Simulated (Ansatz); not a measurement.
SnTe:

```
CELL_PARAMETERS angstrom
0.00000 3.61115 3.61115
3.61115 0.00000 3.61115
3.61115 3.61115 0.00000
ATOMIC_POSITIONS crystal
Te 0.25000 0.25000 0.25000
Sn 0.00000 0.00000 0.00000
```

Measurements of this composition are mostly on another form, of space group No. 225.

Base run:

```yaml
Program: Ansatz 0.2.0
Functional: PBEsol
Potentials_or_basis: all-electron PAW datasets made for the crystal
Cutoff: 240 eV
Density_cutoff: 960 eV
k_mesh: 6 × 6 × 6
Occupations: fermi-dirac, width 0.05 eV
Spin: no spin polarisation
```

Its results: band gap on the k mesh 0.23 eV, indirect (least direct gap 0.76 eV).

**Question.** After a change of settings the same cell gave: band gap on the k mesh 0.59 eV, indirect (least direct gap 1.16 eV). Which change was it?
A. potentials or basis from all-electron PAW datasets made for the crystal to all-electron LAPW, scalar-relativistic; cutoff from 240 eV to 189 eV; density cutoff from 960 eV to 756 eV; k mesh from 6 × 6 × 6 to 7 × 7 × 7
B. functional from PBEsol to PBE0; cutoff from 240 eV to 270 eV; density cutoff from 960 eV to 1080 eV
C. potentials or basis from all-electron PAW datasets made for the crystal to all-electron LAPW, inner shells corrected to Dirac's equation; cutoff from 240 eV to 189 eV; density cutoff from 960 eV to 756 eV; k mesh from 6 × 6 × 6 to 7 × 7 × 7
D. functional from PBEsol to HSE06; cutoff from 240 eV to 270 eV; density cutoff from 960 eV to 1080 eV

**Answer.** D.

HSE06 gives the wider gap, since exact exchange removes part of the self-interaction.

Caveats: spin-orbit coupling is left out, which moves the levels of the heavy elements.

Not every run made on this cell is shown here.
